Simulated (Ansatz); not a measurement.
**TiAl: energy along a strain**

TiAl, Pm-3m, a = 3.179 Å (as given, not relaxed at this level: -0.8 GPa). The structure is a Materials Project entry; whether it is the stable form wasn't checked. Ansatz: r2SCAN, PAW, 500 eV, Γ-centred 16×16×16 mesh on 2 atoms, Gaussian smearing 0.15 eV; no spin polarisation. Cell vectors (Å): 3.179 0.000 0.000; 0.000 3.179 0.000; 0.000 0.000 3.179. The cell is strained by x per cent times the pattern (0 0 0 0 0 1) in the order xx yy zz yz xz xy (engineering shears), with fractional coordinates held. y is the free energy over the start, V0 = 16.065 Å³/atom. Symmetry makes y even in x.

| x (%) | y (meV/atom) |
| --- | --- |
| -2.00 | ? |
| -1.00 | 0.38 |
| 0.00 | 0.00 |
| 0.25 | 0.02 |
| 0.50 | 0.10 |
| 0.75 | 0.22 |
| 1.25 | 0.60 |
| 1.50 | 0.87 |
| 1.75 | 1.18 |

Problem. Fit y = c2 x² + c4 x⁴ to the other rows, get the stiffness along the pattern, and predict the missing energy.

Solution. Least squares on the rows shown. y = 0.3842 x² + 0.0004624 x⁴. The clamped-ion stiffness p·C·p = 2 × 3.842 eV × 160.2 / 16.065 Å³ = 77 GPa, which is C66 in these axes (C44 of the cubic crystal) (second derivative at the start, which stands under stress). At x = -2.00 the fit asked for gives 1.54 meV/atom. The run gave 1.54 meV/atom, the same to the digits shown.